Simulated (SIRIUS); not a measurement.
# Y (P6_3/mmc) in SIRIUS: further runs

One crystal, Y, is run at these levels: WC; tasks: equation of state.

Everything below comes from runs of SIRIUS 7.12.0. Logs are shortened: lines on timing, memory, paths and dates and some standing lists are left out, and cuts for length are marked. The log counts tension as positive stress, the text compression.

## (1) The structure

It takes space group P6_3/mmc (No. 194, hexagonal). The conventional cell has a = 3.647 Å, b = 3.647 Å, c = 5.731 Å, α = 90.00°, β = 90.00°, γ = 120.00°. Y (site symmetry -6m2) has 12 Y at 3.56 to 3.65 Å as nearest neighbours.

## (2) Equation of state, WC, 31.03 Å³/atom (volume scaled by 0.94)

sirius.json

```json
{
  "control": {
    "processing_unit": "cpu",
    "std_evp_solver_name": "lapack",
    "gen_evp_solver_name": "lapack",
    "verbosity": 2,
    "print_forces": false,
    "ortho_rf": true,
    "use_second_variation": true,
    "rmt_max": 3.0,
    "num_bands_to_print": 24,
    "save_wf": true
  },
  "parameters": {
    "electronic_structure_method": "full_potential_lapwlo",
    "xc_functionals": ["XC_GGA_X_WC", "XC_GGA_C_PBE"],
    "core_relativity": "dirac",
    "valence_relativity": "iora",
    "num_fv_states": 32,
    "smearing": "fermi_dirac",
    "smearing_width": 0.0018374661,
    "pw_cutoff": 20,
    "gk_cutoff": 3.46,
    "lmax_apw": 10,
    "lmax_rho": 8,
    "lmax_pot": 8,
    "num_mag_dims": 0,
    "auto_rmt": 0,
    "ngridk": [8, 8, 5],
    "shiftk": [0, 0, 0],
    "num_dft_iter": 80,
    "energy_tol": 1e-07,
    "density_tol": 1e-05,
    "use_symmetry": true
  },
  "settings": {"tol_ne": 1e-10},
  "iterative_solver": {"type": "exact"},
  "mixer": {"type": "anderson", "beta": 0.5, "max_history": 8},
  "unit_cell": {
    "lattice_vectors": [[6.7518825439, 0.0, 0.0], [-3.375941272, 5.8473018066, 0.0], [0.0, 0.0, 10.608197101]],
    "atom_types": ["Y"],
    "atom_files": {"Y": "Y.json"},
    "atoms": {"Y": [[0.6666666667, 0.3333333333, 0.75], [0.3333333333, 0.6666666667, 0.25]]}
  }
}
```

Y.json

```json
{
  "name": "yttrium",
  "symbol": "Y",
  "number": 39,
  "mass": 88.90585,
  "rmin": 1e-06,
  "rmt": 2.54,
  "nrmt": 800,
  "rinf": 18.73,
  "core": "1s2s2p3s3p",
  "valence": [
    {"basis": [{"enu": 0.04, "dme": 0, "n": 0, "auto": 0}, {"enu": 0.04, "dme": 1, "n": 0, "auto": 0}]},
    {"l": 0, "n": 1, "basis": [{"enu": 0.14, "dme": 0, "n": 0, "auto": 0}]},
    {"l": 1, "n": 2, "basis": [{"enu": 0.14, "dme": 0, "n": 0, "auto": 0}]},
    {"l": 2, "n": 3, "basis": [{"enu": 0.14, "dme": 0, "n": 0, "auto": 0}]},
    {"l": 3, "n": 4, "basis": [{"enu": 0.14, "dme": 0, "n": 0, "auto": 0}]}
  ],
  "lo": [
    {"l": 0, "basis": [{"enu": 0.14, "dme": 0, "n": 0, "auto": 0}, {"enu": 0.14, "dme": 1, "n": 0, "auto": 0}]},
    {
      "l": 0,
      "basis": [{"enu": -1.5225, "dme": 0, "n": 4, "auto": 1}, {"enu": -1.5225, "dme": 1, "n": 4, "auto": 1}]
    },
    {
      "l": 0,
      "basis": [{"enu": -1.5225, "dme": 1, "n": 4, "auto": 1}, {"enu": 0.14, "dme": 0, "n": 0, "auto": 0}]
    },
    {"l": 0, "basis": [{"enu": 0.14, "dme": 0, "n": 0, "auto": 0}, {"enu": 2.62, "dme": 0, "n": 0, "auto": 0}]},
    {"l": 1, "basis": [{"enu": 0.14, "dme": 0, "n": 0, "auto": 0}, {"enu": 0.14, "dme": 1, "n": 0, "auto": 0}]},
    {
      "l": 1,
      "basis": [{"enu": -0.7889, "dme": 0, "n": 4, "auto": 1}, {"enu": -0.7889, "dme": 1, "n": 4, "auto": 1}]
    },
    {
      "l": 1,
      "basis": [{"enu": -0.7889, "dme": 1, "n": 4, "auto": 1}, {"enu": 0.14, "dme": 0, "n": 0, "auto": 0}]
    },
    {"l": 1, "basis": [{"enu": 0.14, "dme": 0, "n": 0, "auto": 0}, {"enu": 2.992, "dme": 0, "n": 0, "auto": 0}]},
    {"l": 2, "basis": [{"enu": 0.14, "dme": 0, "n": 0, "auto": 0}, {"enu": 0.14, "dme": 1, "n": 0, "auto": 0}]},
    {
      "l": 2,
      "basis": [{"enu": -5.3286, "dme": 0, "n": 3, "auto": 1}, {"enu": -5.3286, "dme": 1, "n": 3, "auto": 1}]
    },
    {
      "l": 2,
      "basis": [{"enu": -5.3286, "dme": 1, "n": 3, "auto": 1}, {"enu": 0.14, "dme": 0, "n": 0, "auto": 0}]
    },
    {"l": 2, "basis": [{"enu": 0.14, "dme": 0, "n": 0, "auto": 0}, {"enu": 3.364, "dme": 0, "n": 0, "auto": 0}]},
    {"l": 3, "basis": [{"enu": 0.14, "dme": 0, "n": 0, "auto": 0}, {"enu": 0.14, "dme": 1, "n": 0, "auto": 0}]},
    {"l": 3, "basis": [{"enu": 0.14, "dme": 0, "n": 0, "auto": 0}, {"enu": 2.837, "dme": 0, "n": 0, "auto": 0}]}
  ],
  "free_atom": [... radial grid and density of the free atom, the start of the SCF ...]
}
```

sirius_start.json

```json
{
  "control": {
    "processing_unit": "cpu",
    "std_evp_solver_name": "lapack",
    "gen_evp_solver_name": "lapack",
    "verbosity": 1,
    "print_forces": false,
    "ortho_rf": true,
    "use_second_variation": true,
    "rmt_max": 3.0,
    "num_bands_to_print": 24,
    "save_wf": false
  },
  "parameters": {
    "electronic_structure_method": "full_potential_lapwlo",
    "xc_functionals": ["XC_LDA_X", "XC_LDA_C_PW"],
    "core_relativity": "dirac",
    "valence_relativity": "iora",
    "num_fv_states": 32,
    "smearing": "fermi_dirac",
    "smearing_width": 0.0055123983,
    "pw_cutoff": 20,
    "gk_cutoff": 2.77,
    "lmax_apw": 10,
    "lmax_rho": 8,
    "lmax_pot": 8,
    "num_mag_dims": 0,
    "auto_rmt": 0,
    "ngridk": [3, 3, 2],
    "shiftk": [0, 0, 0],
    "num_dft_iter": 30,
    "energy_tol": 0.01,
    "density_tol": 0.05,
    "use_symmetry": true
  },
  "settings": {"tol_ne": 1e-10},
  "iterative_solver": {"type": "exact"},
  "mixer": {"type": "anderson", "beta": 0.5, "max_history": 8},
  "unit_cell": {
    "lattice_vectors": [[6.7518825439, 0.0, 0.0], [-3.375941272, 5.8473018066, 0.0], [0.0, 0.0, 10.608197101]],
    "atom_types": ["Y"],
    "atom_files": {"Y": "Y.json"},
    "atoms": {"Y": [[0.6666666667, 0.3333333333, 0.75], [0.3333333333, 0.6666666667, 0.25]]}
  }
}
```

Potentials or basis: all-electron FP-LAPW, apw+lo standard.

The run is started by

```bash
$ OMP_NUM_THREADS=1 sirius.scf --input=sirius_start.json --output=start.json
$ OMP_NUM_THREADS=1 sirius.scf --input=sirius.json --output=output.json --task=1
```

The program printed:

```text
[info] SIRIUS version : 7.12.0
[info] number of MPI ranks           : 1
[info] MPI grid                      : 1 1
[info] maximum number of OMP threads : 1
[fft] FFT context for density and potential
[fft] =====================================
[fft]   plane wave cutoff                     : 20
[fft]   grid size                             : 45 45 72   total : 145800
[fft]   grid limits                           : -22 22   -22 22   -35 36
[fft]   number of G-vectors within the cutoff : 56575
[fft]   number of G-shells                    : 2820
[fft] FFT context for coarse grid
[fft] =====================================
[fft]   plane wave cutoff                     : 6.92
[fft]   grid size                             : 18 18 27   total : 8748
[fft]   grid limits                           : -8 9   -8 9   -13 13
[fft]   number of G-vectors within the cutoff : 2333
[fft]   number of G-shells                    : 158
[unit cell] lattice vectors
[unit cell]   a1 :       6.7518825439      0.0000000000      0.0000000000
[unit cell]   a2 :      -3.3759412720      5.8473018066      0.0000000000
[unit cell]   a3 :       0.0000000000      0.0000000000     10.6081971010
[unit cell] reciprocal lattice vectors
[unit cell]   b1 :       0.9305827325      0.5372721911     -0.0000000000
[unit cell]   b2 :       0.0000000000      1.0745443822      0.0000000000
[unit cell]   b3 :       0.0000000000     -0.0000000000      0.5922953021
[unit cell] unit cell volume :       418.81475093 [a.u.^3]
[unit cell] 1/sqrt(omega)    :         0.04886400
[unit cell] MT volume        :       137.28394634 (32.78%)
[unit cell] IT volume        :       281.53080460 (67.22%)
[unit cell] number of atom types : 1
[unit cell] type id : 0 symbol :  Y mt_radius :   2.540000 num_atoms : 2
[unit cell] total number of atoms : 2
[unit cell] number of symmetry classes : 1
[unit cell] atom id  type id  class id             position                      vector_field
[unit cell] ------------------------------------------------------------------------------------------
[unit cell]      0        0        0      0.66667   0.33333   0.75000      0.00000   0.00000   0.00000
[unit cell]      1        0        0      0.33333   0.66667   0.25000      0.00000   0.00000   0.00000
[unit cell] atom id         position (Cartesian, a.u.)
[unit cell] ---------------------------------------------
[unit cell]      0       3.375941    1.949101    7.956148
[unit cell]      1      -0.000000    3.898201    2.652049
[... 271 lines left out ...]
[generate_radial_functions] {l: 1, n: 4, enu: -0.566659, dme: 1, auto: 1}
[generate_radial_functions] {l: 2, n: 3, enu: -5.1118, dme: 0, auto: 1}
[generate_radial_functions] {l: 2, n: 3, enu: -5.1118, dme: 1, auto: 1}
[generate_radial_functions] {l: 2, n: 3, enu: -5.1118, dme: 1, auto: 1}
[diagonalize] Lowest band energies
[diagonalize] ik:    0   -5.111949   -5.111949   -5.111876   -5.111876   -5.111875   -5.111875   -5.111647   -5.111647   -5.111646   -5.111646   -1.324062   -1.320579   -0.602508   -0.581419   -0.581419   -0.577490   -0.577490   -0.575804    0.061327    0.163861    0.275635    0.301262    0.301262    0.313029
[diagonalize] ik:    1   -5.111949   -5.111949   -5.111876   -5.111876   -5.111875   -5.111875   -5.111646   -5.111646   -5.111646   -5.111646   -1.323698   -1.320450   -0.601286   -0.583913   -0.582254   -0.580085   -0.577803   -0.576377    0.074106    0.175672    0.261666    0.276923    0.311677    0.313411
[diagonalize] ik:    2   -5.111949   -5.111949   -5.111876   -5.111875   -5.111875   -5.111875   -5.111646   -5.111646   -5.111646   -5.111646   -1.322774   -1.320179   -0.597981   -0.589966   -0.586054   -0.584155   -0.578679   -0.578107    0.108124    0.199073    0.233763    0.249069    0.292756    0.308206
[diagonalize] ik:    3   -5.111949   -5.111949   -5.111876   -5.111876   -5.111875   -5.111875   -5.111646   -5.111646   -5.111646   -5.111646   -1.321728   -1.320026   -0.596019   -0.593736   -0.591651   -0.585947   -0.580762   -0.579631    0.149698    0.197980    0.211067    0.239077    0.294821    0.296314
[diagonalize] ik:    4   -5.111949   -5.111949   -5.111875   -5.111875   -5.111875   -5.111875   -5.111646   -5.111646   -5.111646   -5.111646   -1.321198   -1.320058   -0.598507   -0.593882   -0.591227   -0.586665   -0.582608   -0.580032    0.173527    0.188097    0.202674    0.236150    0.290213    0.290911
[diagonalize] ...
[diagonalize] ik:   25   -5.111949   -5.111949   -5.111876   -5.111876   -5.111876   -5.111875   -5.111646   -5.111646   -5.111646   -5.111646   -1.322091   -1.321224   -0.594521   -0.590141   -0.583626   -0.582562   -0.580611   -0.580035    0.129835    0.162658    0.240559    0.258760    0.278638    0.291233
[diagonalize] ik:   26   -5.111949   -5.111949   -5.111876   -5.111876   -5.111875   -5.111875   -5.111646   -5.111646   -5.111646   -5.111646   -1.321365   -1.320745   -0.596993   -0.594930   -0.585444   -0.584274   -0.582213   -0.580230    0.158558    0.182064    0.233706    0.245093    0.272072    0.281347
[diagonalize] ik:   27   -5.111949   -5.111949   -5.111876   -5.111875   -5.111875   -5.111875   -5.111646   -5.111646   -5.111646   -5.111646   -1.320805   -1.320450   -0.599648   -0.598153   -0.587065   -0.584883   -0.582524   -0.580530    0.174878    0.186984    0.232575    0.244579    0.271633    0.278685
[diagonalize] ik:   28   -5.111949   -5.111949   -5.111875   -5.111875   -5.111875   -5.111875   -5.111646   -5.111646   -5.111646   -5.111646   -1.320807   -1.320449   -0.597803   -0.597003   -0.588890   -0.587095   -0.582021   -0.580176    0.186482    0.196612    0.233627    0.243479    0.259560    0.266308
[diagonalize] ik:   29   -5.111949   -5.111949   -5.111876   -5.111875   -5.111875   -5.111875   -5.111646   -5.111646   -5.111646   -5.111646   -1.320524   -1.320377   -0.597935   -0.597132   -0.591116   -0.588667   -0.581354   -0.580472    0.199371    0.208225    0.233591    0.235345    0.256459    0.257262
[generate_core_charge_density] atom class : 0
[generate_core_charge_density]   n,l,k : 1 0 1  energy :        -619.08251661
[generate_core_charge_density]   n,l,k : 2 0 1  energy :         -84.44342715
[generate_core_charge_density]   n,l,k : 2 1 1  energy :         -77.06857355
[generate_core_charge_density]   n,l,k : 2 1 2  energy :         -74.24710796
[generate_core_charge_density]   n,l,k : 3 0 1  energy :         -13.09885066
[generate_core_charge_density]   n,l,k : 3 1 1  energy :         -10.38452824
[generate_core_charge_density]   n,l,k : 3 1 2  energy :          -9.94331969
[find] Total energy                   :   -6770.28267409 (Ha),  -13540.56534819 (Ry)
[find] iteration : 1, RMS (target) : 1.3623e-01 (1.0000e-05) , energy difference (target) : 5.6573e-05 (1.0000e-07)
[find] Total energy                   :   -6770.28265609 (Ha),  -13540.56531218 (Ry)
[find] iteration : 2, RMS (target) : 4.7634e-03 (1.0000e-05) , energy difference (target) : 1.8002e-05 (1.0000e-07)
[find] Total energy                   :   -6770.28266205 (Ha),  -13540.56532410 (Ry)
[find] iteration : 3, RMS (target) : 1.0107e-03 (1.0000e-05) , energy difference (target) : -5.9572e-06 (1.0000e-07)
[find] Total energy                   :   -6770.28266334 (Ha),  -13540.56532668 (Ry)
[find] iteration : 4, RMS (target) : 1.4151e-04 (1.0000e-05) , energy difference (target) : -1.2918e-06 (1.0000e-07)
[find] Total energy                   :   -6770.28266323 (Ha),  -13540.56532645 (Ry)
[find] iteration : 5, RMS (target) : 1.1686e-05 (1.0000e-05) , energy difference (target) : 1.1347e-07 (1.0000e-07)
[... 11 lines left out ...]
[find] valence_eval_sum               :    -113.12352420
[find] core_eval_sum                  :   -3889.43832109
[find] kinetic energy                 :    6983.64351628
[find] enuc                           :   -8185.31743843
[find] <rho|V^{XC}>                   :    -285.51610395
[find] <rho|E^{XC}>                   :    -218.26412831
[find] <mag|B^{XC}>                   :       0.00000000
[find] <rho|V^{H}>                    :  -10700.68925765
[find] smearing (-TS)                 :      -0.00145957
[find] SCF correction                 :       0.00001605
[find] Total energy                   :   -6770.28266322 (Ha),  -13540.56532645 (Ry)
[find] Free energy (E-TS)             :   -6770.28412280 (Ha),  -13540.56824560 (Ry)
[find] band gap (eV)                  :       0.00000000
[find] Efermi                         :       0.24276011
[find] iteration : 6, RMS (target) : 2.2164e-06 (1.0000e-05) , energy difference (target) : 1.9600e-09 (1.0000e-07)
[find] converged after 7 SCF iterations!
[find] Charges and magnetic moments
[find] --------------------------------------------------------------------------------
[find] atom      charge    core leakage
[find] --------------------------------------------------------------------------------
[find]    0   36.716014    1.223728e-07
[find]    1   36.716014    1.223728e-07
[find] total core leakage    : 2.44745691e-07
[find] interstitial charge   : 4.567970
[find] total charge          : 77.999997
[find] Energy
[find] --------------------------------------------------------------------------------
[find] valence_eval_sum               :    -113.12352420
[find] core_eval_sum                  :   -3889.43832109
[find] kinetic energy                 :    6983.64351628
[find] enuc                           :   -8185.31743843
[find] <rho|V^{XC}>                   :    -285.51610395
[find] <rho|E^{XC}>                   :    -218.26412831
[find] <mag|B^{XC}>                   :       0.00000000
[find] <rho|V^{H}>                    :  -10700.68925765
[find] smearing (-TS)                 :      -0.00145957
[find] SCF correction                 :       0.00001605
[find] Total energy                   :   -6770.28266322 (Ha),  -13540.56532645 (Ry)
[find] Free energy (E-TS)             :   -6770.28412280 (Ha),  -13540.56824560 (Ry)
[find] band gap (eV)                  :       0.00000000
[find] Efermi                         :       0.24276011
```

Run time: 51 s. Hardware: 1 thread of Arm Neoverse V1, shared host; peak memory 0.48 GiB.

What came out:

| Item | Value |
| --- | --- |
| Free energy | -184228.8163 eV |
| Band gap on the k mesh | none (metal or under the smearing width) |
| All electrons inside the program's atomic spheres | Y 36.72 (radii Y 2.54 bohr) |

## (3) Equation of state, WC, 31.69 Å³/atom (volume scaled by 0.96)

Changes to sirius.json since step 2:

```diff
@@ -39,3 +39,3 @@
   "unit_cell": {
-    "lattice_vectors": [[6.7518825439, 0.0, 0.0], [-3.375941272, 5.8473018066, 0.0], [0.0, 0.0, 10.608197101]],
+    "lattice_vectors": [[6.7994325792, 0.0, 0.0], [-3.3997162896, 5.888481345, 0.0], [0.0, 0.0, 10.6829051759]],
     "atom_types": ["Y"],
```

Y.json is that of step 2.

Changes to sirius_start.json since step 2:

```diff
@@ -39,3 +39,3 @@
   "unit_cell": {
-    "lattice_vectors": [[6.7518825439, 0.0, 0.0], [-3.375941272, 5.8473018066, 0.0], [0.0, 0.0, 10.608197101]],
+    "lattice_vectors": [[6.7994325792, 0.0, 0.0], [-3.3997162896, 5.888481345, 0.0], [0.0, 0.0, 10.6829051759]],
     "atom_types": ["Y"],
```

Potentials or basis: all-electron FP-LAPW, apw+lo standard.

The run is started by

```bash
$ OMP_NUM_THREADS=1 sirius.scf --input=sirius_start.json --output=start.json
$ OMP_NUM_THREADS=1 sirius.scf --input=sirius.json --output=output.json --task=1
```

Wall time 53 s (1 thread of Arm Neoverse V1, shared host); peak memory 0.49 GiB.

The run converged. Its results:

```yaml
Free_energy: -184228.8155 eV
Band_gap_on_the_k_mesh: none (metal or under the smearing width)
All_electrons_inside_the_program's_atomic_spheres: Y 36.70 (radii Y 2.54 bohr)
```

[end of part 1 of 2]
